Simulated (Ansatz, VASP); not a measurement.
## One calculation of Hf, two programs

```
Hf
1.0
     3.16985    0.00000    0.00000
    -1.58492    2.74517    0.00000
     0.00000    0.00000    5.01970
Hf
2
Direct
  0.33333 0.66667 0.25000
  0.66667 0.33333 0.75000
```

Alike in both runs: functional PBE; dispersion D3(BJ); k mesh 18 × 18 × 8; occupations gaussian, width 0.1 eV; no spin polarisation.

Ansatz relaxed the structure, and its values are those at the end. VASP's run is a single point on that final structure, the one shown.

```csv
,VASP,Ansatz
version,VASP 6.6.1,Ansatz 0.2.0
potentials or method,"VASP PAW PBE potentials, release 64 (Hf_pv)","scalar-relativistic, plane waves, PAW"
plane-wave cutoff (eV),520,420
valence electrons in the cell,20,52
```

Ansatz gave:

* gap on the k mesh at the Fermi level (eV): none
* pressure (GPa): 0.0

Problem. Estimate VASP's values.

Solution. gap on the k mesh at the Fermi level (eV): none; pressure (GPa): -0.4.

A gap of «none» marks a metal or a gap that the smearing closes. The two sets of potentials don't hold the same shells in valence.

Caveats: pairwise dispersion overbinds metals, which lowers pressure and volume. Spin-orbit coupling is left out, which matters for the levels of Hf.
